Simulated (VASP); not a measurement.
# InSe: the band gap up a ladder of functionals, part 2 of 6

Aim: the band gap of InSe at many levels of theory on one cell, with the cost of each. LASPH is on for some levels and off for others; the table marks which. The start is a cell from a database of measured crystal structures.

VASP 6.6.1, plane waves and PAW; the level of theory is named at each step.

Still holding for the runs below: Spin-orbit coupling is off here; with elements this heavy it splits and shifts levels by tenths of an eV or more.

So far, least gap on mesh and path (eV): step 2 (bands, level LDA, k 4×4×4) 0.221.

The database entry behind the starting cell differs from later determinations by our own check (c about 1.5 % long), so it need not match the best structure at ambient conditions.

## 3. Bands with PBEsol, k 4×4×4

This step: PBEsol; plane waves and PAW (In_d, Se) (VASP 6.6.1).

PBEsol restores the gradient expansion of exchange and is tuned for the cells of solids.

INCAR

```
SYSTEM = InSe
PREC = Accurate
ENCUT = 400
EDIFF = 1E-06
NELM = 100
ISMEAR = 0
SIGMA = 0.02
LREAL = .FALSE.
ALGO = Normal
GGA = PS
NBANDS = 33
LORBIT = 11
LWAVE = .FALSE.
LCHARG = .FALSE.
KPAR = 8
```

POSCAR

```
InSe
1.0
    2.0000000000      1.1547005384      8.4400000000
   -2.0000000000      1.1547005384      8.4400000000
    0.0000000000     -2.3094010768      8.4400000000
In Se
2 2
Direct
    0.0000000000      0.0000000000      0.0000000000
    0.1114000000      0.1114000000      0.1114000000
    0.6165000000      0.6165000000      0.6165000000
    0.8281000000      0.8281000000      0.8281000000
```

KPOINTS

```
Automatic mesh
0
Gamma
4 4 4
0 0 0
```

KPOINTS_OPT

```
Line mode
16
Line-mode
Reciprocal
  0.00000000   0.00000000   0.00000000 GAMMA
  0.50000000   0.00000000   0.00000000 L

  0.50000000   0.00000000   0.00000000 L
  0.50000000   0.17914517  -0.17914517 B1

  0.82085483   0.50000000   0.17914517 B
  0.50000000   0.50000000   0.50000000 Z

  0.50000000   0.50000000   0.50000000 Z
  0.00000000   0.00000000   0.00000000 GAMMA

  0.00000000   0.00000000   0.00000000 GAMMA
  0.33957259   0.00000000  -0.33957259 X

  0.66042741   0.33957259   0.00000000 Q
  0.50000000   0.50000000   0.00000000 F

  0.50000000   0.50000000   0.00000000 F
  0.66042741   0.66042741   0.17914517 P1

  0.66042741   0.66042741   0.17914517 P1
  0.50000000   0.50000000   0.50000000 Z

  0.50000000   0.00000000   0.00000000 L
  0.82085483   0.33957259   0.33957259 P
```

The projector-augmented-wave data sets are In_d and Se (PBE family, release 64).

Run with:

```sh
> mpirun -np 8 vasp_std
```

Output:

```text
[banner, memory and clock lines left out]
running    8 mpi-ranks, on    1 nodes
 distrk:  each k-point on    1 cores,    8 groups
 distr:  one band on    1 cores,    1 groups

 POSCAR found type information on POSCAR InSe
 POSCAR found :  2 types and       4 ions
 [... a notice as in an earlier step ...]

 [... a notice as in an earlier step ...]

 LDA part: xc-table for (Slater+PW92), standard interpolation
 POSCAR, INCAR and KPOINTS ok, starting setup
 FFT: planning ... GRIDC
 FFT: planning ... GRID_SOFT
 FFT: planning ... GRID
 WAVECAR not read
 entering main loop
       N       E                     dE             d eps       ncg     rms          rms(c)
DAV:   1     0.317715550434E+03    0.31772E+03   -0.14213E+04   866   0.106E+03
DAV:   2     0.214253799692E+02   -0.29629E+03   -0.28120E+03   882   0.307E+02
DAV:   3    -0.143696529721E+02   -0.35795E+02   -0.35222E+02  1044   0.117E+02
DAV:   4    -0.159197830006E+02   -0.15501E+01   -0.15464E+01  1036   0.256E+01
DAV:   5    -0.159929971431E+02   -0.73214E-01   -0.73202E-01  1316   0.515E+00    0.653E+00
DAV:   6    -0.155444762362E+02    0.44852E+00   -0.65680E-01  1250   0.129E+01    0.396E+00
DAV:   7    -0.155106239068E+02    0.33852E-01   -0.28518E-01  1220   0.356E+00    0.112E+00
DAV:   8    -0.155074689205E+02    0.31550E-02   -0.27525E-02  1306   0.155E+00    0.540E-01
DAV:   9    -0.155076577819E+02   -0.18886E-03   -0.41322E-03  1074   0.415E-01    0.135E-01
DAV:  10    -0.155077066564E+02   -0.48875E-04   -0.26079E-04  1099   0.102E-01    0.645E-02
DAV:  11    -0.155077680862E+02   -0.61430E-04   -0.85666E-05  1080   0.712E-02    0.203E-02
DAV:  12    -0.155077660356E+02    0.20506E-05   -0.10307E-05  1292   0.288E-02    0.132E-02
DAV:  13    -0.155077687853E+02   -0.27497E-05   -0.41445E-06   831   0.857E-03    0.467E-03
DAV:  14    -0.155077691132E+02   -0.32789E-06   -0.89619E-07   779   0.116E-02
   1 F= -.15507769E+02 E0= -.15507769E+02  d E =-.493003E-31
 Start KPOINTS_OPT (optional k-point list driver)
k-point batch [1-13\144]
       N       E                     dE             ncg
DAV:   1     0.141622925591E+04   -0.35961E+04      866
DAV:   2    -0.247268744410E+04   -0.38889E+04      890
DAV:   3    -0.296032851095E+04   -0.48764E+03     1074
DAV:   4    -0.298169594272E+04   -0.21367E+02     1020
DAV:   5    -0.298265313822E+04   -0.95720E+00     1316
DAV:   6    -0.298266669024E+04   -0.13552E-01     1060
DAV:   7    -0.298266749961E+04   -0.80937E-03     1332
DAV:   8    -0.298266751236E+04   -0.12752E-04     1044
DAV:   9    -0.298266751272E+04   -0.35588E-06      732
[...]
k-point batch [144-144\144]
       N       E                     dE             ncg
DAV:   1     0.122860785827E+05   -0.91490E+03       66
DAV:   2     0.120002955246E+05   -0.28578E+03       74
DAV:   3     0.119642896619E+05   -0.36006E+02       83
DAV:   4     0.119626814440E+05   -0.16082E+01       76
DAV:   5     0.119626011087E+05   -0.80335E-01      116
DAV:   6     0.119626005444E+05   -0.56423E-03       76
DAV:   7     0.119626005114E+05   -0.33039E-04      108
DAV:   8     0.119626005107E+05   -0.67723E-06       60
```

Elapsed: 2.2 min, on 8 MPI ranks of Intel Xeon 6975P-C (Granite Rapids), shared host; peak memory 3.7 GiB.

OUTCAR, selected parts (step 3):

```text
The static configuration has the point symmetry C_3v.

 Found     13 irreducible k-points:

   NELECT =      38.0000    total number of electrons

 E-fermi :   4.1489

 k-point     1 :       0.0000    0.0000    0.0000
  band No.  band energies     occupation
    ...
     15       2.4337      2.00000
     16       2.6863      2.00000
     17       2.6863      2.00000
     18       2.7789      2.00000
     19       2.7789      2.00000
     20       5.6050      0.00000
     21       5.9699      0.00000
     22       8.3285      0.00000
     23       8.3285      0.00000
     24       9.0867      0.00000
    ...

 k-point     2 :       0.2500   -0.0000    0.0000
  band No.  band energies     occupation
    ...
     15       0.4663      2.00000
     16       1.9314      2.00000
     17       2.0868      2.00000
     18       2.2239      2.00000
     19       2.9705      2.00000
     20       5.9244      0.00000
     21       6.1207      0.00000
     22       7.9336      0.00000
     23       8.1467      0.00000
     24       8.7087      0.00000
    ...

  Total        0.6763893      0.6763893     -0.4034502     -0.0000000     -0.0000000      0.0000000
  in kB        9.2664684      9.2664684     -5.5272289     -0.0000000     -0.0000000      0.0000000
  external PRESSURE =       4.3352360 kB  Pullay stress =       0.0000000 kB

 POSITION                                       TOTAL-FORCE (eV/Angst)
 -----------------------------------------------------------------------------------
      0.00000      0.00000      0.00000         0.000000     -0.000000      0.289579
      0.00000      0.00000      2.82065         0.000000      0.000000     -0.306479
      0.00000      0.00000     15.60978         0.000000      0.000000     -0.097789
      0.00000      0.00000     20.96749         0.000000      0.000000      0.114689
 -----------------------------------------------------------------------------------
    total drift:                               -0.000000     -0.000000     -0.000450

  FREE ENERGIE OF THE ION-ELECTRON SYSTEM (eV)
  ---------------------------------------------------
  free  energy   TOTEN  =       -15.5077691132 eV

  energy  without entropy=      -15.5077691132  energy(sigma->0) =      -15.50776911

 total charge
# of ion       s       p       d       tot
------------------------------------------
    1        0.855   0.673   9.886  11.415
    2        0.855   0.675   9.886  11.417
    3        1.473   2.335   0.023   3.831
    4        1.473   2.336   0.024   3.832
--------------------------------------------------
tot          4.656   6.019  19.819  30.495

[... 8 parts as in an earlier step ...]

[... 5 further parts left out ...]
```

The PAW data sets were made with PBE, which is usual practice but a small mismatch for other functionals.

Numbers from this step:

```yaml
scf_cycles: 14
free_energy_toten: -15.51 eV
fermi_energy: 4.149 eV
pressure: 0.4335 GPa
least_gap_on_mesh_and_path: 0.3226 eV
least_direct_gap_on_mesh_and_path: 0.3226 eV
```

The electronic bands at the labelled points (eV, zero at the valence-band top; v1 is the highest filled band, c1 the lowest empty one):

```
          point     v4     v3     v2     v1    c1    c2    c3    c4
              Γ  -1.30  -1.30  -1.21  -1.21  1.62  1.98  4.34  4.34
0.53 of the way  -2.08  -1.95  -1.82  -1.03  1.82  2.09  3.88  4.19
              L  -2.41  -2.35  -2.25  -1.69  1.12  1.89  3.54  3.89
0.47 of the way  -3.27  -2.92  -2.15  -1.56  1.79  2.28  3.39  4.21
             B1  -3.71  -2.55  -2.26  -1.76  1.66  2.39  3.30  4.32
      jump to B  -3.71  -2.55  -2.26  -1.76  1.66  2.39  3.30  4.32
0.47 of the way  -2.97  -2.58  -2.23  -0.77  2.38  2.63  4.00  4.37
              Z  -1.37  -1.13  -1.13   0.00  0.32  2.04  4.25  4.25
0.47 of the way  -1.35  -1.16  -1.16  -0.86  1.09  2.03  4.29  4.29
              Γ  -1.30  -1.30  -1.21  -1.21  1.62  1.98  4.34  4.34
0.53 of the way  -2.58  -2.52  -1.84  -0.99  2.10  2.42  3.39  4.46
              X  -3.73  -2.59  -2.24  -1.74  1.71  2.30  3.34  4.29
      jump to Q  -3.73  -2.59  -2.24  -1.74  1.71  2.30  3.34  4.29
0.47 of the way  -3.02  -2.60  -2.49  -1.61  1.68  2.02  3.63  4.17
              F  -2.68  -2.52  -2.06  -1.53  1.10  1.90  3.19  3.51
0.47 of the way  -2.66  -2.51  -2.07  -1.56  1.15  1.85  3.21  3.56
             P1  -2.60  -2.49  -2.09  -1.66  1.32  1.73  3.26  3.68
0.47 of the way  -3.02  -2.02  -1.67  -0.64  1.94  2.36  3.87  4.18
              Z  -1.37  -1.13  -1.13   0.00  0.32  2.04  4.25  4.25
      jump to L  -2.41  -2.35  -2.25  -1.69  1.12  1.89  3.54  3.89
0.47 of the way  -2.42  -2.41  -2.18  -1.73  1.27  1.75  3.44  3.87
              P  -2.60  -2.49  -2.09  -1.66  1.32  1.73  3.26  3.68
```

Of the projections kept (In, Se), the largest for each band there; the rest of the weight can lie on other orbitals:

```
point       v4       v3       v2       v1       c1       c2       c3       c4
    Γ  Se 0.87  Se 0.87  Se 0.84  Se 0.84  Se 0.64  In 0.70  In 0.83  In 0.83
    L  Se 0.72  Se 0.79  Se 0.75  Se 0.56  In 0.56  In 0.55  In 0.64  In 0.67
   B1  Se 0.72  Se 0.77  Se 0.77  In 0.58  In 0.56  In 0.60  Se 0.53  In 0.51
    B  Se 0.72  Se 0.77  Se 0.77  In 0.58  In 0.56  In 0.60  Se 0.53  In 0.51
    Z  Se 0.85  Se 0.86  Se 0.86  Se 0.75  Se 0.51  In 0.63  In 0.83  In 0.83
    Γ  Se 0.87  Se 0.87  Se 0.84  Se 0.84  Se 0.64  In 0.70  In 0.83  In 0.83
```

Force by atom:

| atom | x (eV/Å) | y (eV/Å) | z (eV/Å) | size |
| --- | --- | --- | --- | --- |
| In1 | 0.000 | 0.000 | 0.290 | 0.290 |
| In2 | 0.000 | 0.000 | -0.306 | 0.306 |
| Se3 | 0.000 | 0.000 | -0.098 | 0.098 |
| Se4 | 0.000 | 0.000 | 0.115 | 0.115 |

The gap is 0.32 eV, direct at Z. Against LDA that is +0.10 eV; the cost is about the same.

## 4. Bands with r2SCAN, k 4×4×4

This step: r2SCAN; plane waves and PAW (In_d, Se) (VASP 6.6.1).

r2SCAN adds the kinetic-energy density, costs more than a GGA and is run with LASPH.

INCAR: that of step 3 with these lines changed.

```diff
@@ -9,3 +9,4 @@
 ALGO = Normal
-GGA = PS
+METAGGA = R2SCAN
+LASPH = .TRUE.
 NBANDS = 33
```

POSCAR is that of step 3.

KPOINTS is that of step 3.

KPOINTS_OPT is that of step 3.

Run with:

```sh
> mpirun -np 8 vasp_std
```

Output:

```text
[banner, memory and clock lines left out]
running    8 mpi-ranks, on    1 nodes
[...]
[... a notice as in an earlier step ...]

 [... a notice as in an earlier step ...]

 LDA part: xc-table for (None), standard interpolation
 POSCAR, INCAR and KPOINTS ok, starting setup
[...]
entering main loop
       N       E                     dE             d eps       ncg     rms          rms(c)
DAV:   1     0.259506067784E+03    0.25951E+03   -0.14525E+04   866   0.108E+03
DAV:   2    -0.451077199696E+02   -0.30461E+03   -0.28892E+03   898   0.314E+02
DAV:   3    -0.820441930751E+02   -0.36936E+02   -0.36350E+02  1038   0.120E+02
DAV:   4    -0.836480355961E+02   -0.16038E+01   -0.16000E+01  1052   0.265E+01
[...]
DAV:  11    -0.763871231591E+02   -0.57857E-04   -0.14738E-04  1070   0.707E-02    0.558E-02
DAV:  12    -0.763871170979E+02    0.60612E-05   -0.28521E-05  1027   0.314E-02    0.123E-02
DAV:  13    -0.763871169831E+02    0.11483E-06   -0.26367E-06   977   0.859E-03
   1 F= -.76387117E+02 E0= -.76387117E+02  d E =-.981597E-19
 Start KPOINTS_OPT (optional k-point list driver)
k-point batch [1-13\144]
       N       E                     dE             ncg
DAV:   1     0.134114092104E+04   -0.36712E+04      866
DAV:   2    -0.267138515123E+04   -0.40125E+04      882
DAV:   3    -0.318420876130E+04   -0.51282E+03     1050
DAV:   4    -0.320644250722E+04   -0.22234E+02     1028
DAV:   5    -0.320759989720E+04   -0.11574E+01     1452
DAV:   6    -0.320761120407E+04   -0.11307E-01     1051
DAV:   7    -0.320761183921E+04   -0.63513E-03     1428
DAV:   8    -0.320761185251E+04   -0.13302E-04     1020
DAV:   9    -0.320761185285E+04   -0.33859E-06      692
[...]
k-point batch [144-144\144]
       N       E                     dE             ncg
DAV:   1     0.122807727867E+05   -0.92020E+03       66
DAV:   2     0.119848685618E+05   -0.29590E+03       74
DAV:   3     0.119469729310E+05   -0.37896E+02       83
DAV:   4     0.119452708347E+05   -0.17021E+01       76
DAV:   5     0.119451688275E+05   -0.10201E+00      124
DAV:   6     0.119451681749E+05   -0.65264E-03       76
DAV:   7     0.119451681286E+05   -0.46229E-04      108
DAV:   8     0.119451681283E+05   -0.28297E-06       76
```

Run time: 7 min. Hardware: 8 MPI ranks; peak memory 4.1 GiB; 56 min of CPU time.

Parts of OUTCAR (step 4):

```text
  Total        1.3051712      1.3051712      0.2116889     -0.0000000      0.0000000      0.0000000
  in kB       17.8807203     17.8807203      2.9001182     -0.0000000      0.0000000      0.0000000
  external PRESSURE =      12.8871863 kB  Pullay stress =       0.0000000 kB

 POSITION                                       TOTAL-FORCE (eV/Angst)
 -----------------------------------------------------------------------------------
      0.00000      0.00000      0.00000         0.000000      0.000000      0.223847
      0.00000      0.00000      2.82065         0.000000     -0.000000     -0.239831
      0.00000      0.00000     15.60978         0.000000      0.000000     -0.037253
      0.00000      0.00000     20.96749         0.000000      0.000000      0.053238
 -----------------------------------------------------------------------------------
    total drift:                               -0.000000     -0.000000     -0.000530

  FREE ENERGIE OF THE ION-ELECTRON SYSTEM (eV)
  ---------------------------------------------------
  free  energy   TOTEN  =       -76.3871169831 eV

  energy  without entropy=      -76.3871169831  energy(sigma->0) =      -76.38711698

[... 2 parts as in an earlier step ...]

[... 1 further part left out ...]
[key lines of the parts left out:]
E-fermi :   4.0045
```

Electronic bands along the path, in eV, zero at the valence-band top; v1 is the highest filled band, c1 the lowest empty one:

```csv
point,v4,v3,v2,v1,c1,c2,c3,c4
Γ,-1.37,-1.37,-1.28,-1.28,2.05,2.57,4.73,4.73
0.53 of the way,-2.13,-2.03,-1.89,-1.05,2.22,2.50,4.37,4.70
L,-2.44,-2.43,-2.33,-1.72,1.48,2.29,4.00,4.35
0.47 of the way,-3.33,-2.99,-2.19,-1.61,2.11,2.64,3.80,4.67
B1,-3.78,-2.60,-2.32,-1.81,1.95,2.78,3.70,4.78
jump to B,-3.78,-2.60,-2.32,-1.81,1.95,2.78,3.70,4.78
0.47 of the way,-3.03,-2.64,-2.28,-0.79,2.77,2.96,4.44,4.87
Z,-1.44,-1.20,-1.20,0.00,0.86,2.62,4.65,4.65
0.47 of the way,-1.42,-1.23,-1.23,-0.76,1.51,2.61,4.68,4.68
Γ,-1.37,-1.37,-1.28,-1.28,2.05,2.57,4.73,4.73
0.53 of the way,-2.64,-2.58,-1.90,-1.02,2.50,2.77,3.80,4.94
X,-3.80,-2.64,-2.29,-1.79,1.99,2.69,3.73,4.74
jump to Q,-3.80,-2.64,-2.29,-1.79,1.99,2.69,3.73,4.74
0.47 of the way,-3.07,-2.66,-2.55,-1.65,2.01,2.37,4.05,4.62
F,-2.73,-2.60,-2.14,-1.55,1.50,2.25,3.66,3.97
0.47 of the way,-2.71,-2.59,-2.15,-1.59,1.55,2.21,3.67,4.02
P1,-2.65,-2.57,-2.17,-1.68,1.72,2.08,3.73,4.14
0.47 of the way,-3.08,-2.10,-1.74,-0.65,2.38,2.74,4.35,4.68
Z,-1.44,-1.20,-1.20,0.00,0.86,2.62,4.65,4.65
jump to L,-2.44,-2.43,-2.33,-1.72,1.48,2.29,4.00,4.35
0.47 of the way,-2.49,-2.46,-2.26,-1.75,1.64,2.13,3.90,4.34
P,-2.65,-2.57,-2.17,-1.68,1.72,2.08,3.73,4.14
```

Of the projections kept (In, Se), the largest for each band there; the rest of the weight can lie on other orbitals:

```csv
point,v4,v3,v2,v1,c1,c2,c3,c4
Γ,Se 0.86,Se 0.86,Se 0.84,Se 0.84,Se 0.60,In 0.70,In 0.83,In 0.83
L,Se 0.73,Se 0.79,Se 0.75,Se 0.56,In 0.57,In 0.57,In 0.65,In 0.68
B1,Se 0.72,Se 0.77,Se 0.77,In 0.59,In 0.58,In 0.61,Se 0.51,In 0.53
B,Se 0.72,Se 0.77,Se 0.77,In 0.59,In 0.58,In 0.61,Se 0.51,In 0.53
Z,Se 0.85,Se 0.86,Se 0.86,Se 0.75,In 0.51,In 0.65,In 0.84,In 0.84
Γ,Se 0.86,Se 0.86,Se 0.84,Se 0.84,Se 0.60,In 0.70,In 0.83,In 0.83
```

The gap is 0.86 eV, direct at Z. Against LDA that is +0.63 eV; this run took 3.4 times the core time.

(Continued in part 3 of 6.)

[Lines on the potential files, build, host, timing and source positions are cut from VASP's logs without a mark.]

[Logs are printed without paths, hosts, clocks, repeated set-up lines and the standing remarks that a program may print on its own settings, such as how far it seeks lower states.]

[Hosts, paths, dates, database ids (printed as entryN), source tags and the programs' standing remarks are cut or masked in the printed files.]

[A measured line is paired with the nearest computed mode of its activity, which favours agreement.]
